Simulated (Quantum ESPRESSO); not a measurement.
# Sn: zone-centre phonons under several settings

```
Sn
1.0
     0.00000    3.23334    3.23334
     3.23334    0.00000    3.23334
     3.23334    3.23334    0.00000
Sn
2
Direct
  0.75000 0.75000 0.75000
  0.50000 0.50000 0.50000
```

This isn't the form of Sn at room conditions, which is tetragonal (white tin).

All runs used Quantum ESPRESSO 7.5; potentials PseudoDojo 0.4.1 SR LDA standard; k mesh 7 × 7 × 7; no spin polarisation; cutoff 980 eV.

```tsv
level	geometry	occupations	volume (Å³/atom)	pressure (GPa)	lowest optical mode without the field (cm⁻¹)
LDA	relaxed cell	gaussian, width 0.2 eV	?	0.0	?
LDA	given cell, atoms relaxed	cold, width 0.2 eV	33.80	0.1	180
```

Q: What stands in the row left open?

A: Volume 33.93 Å³/atom; lowest optical mode without the field 183 cm⁻¹.
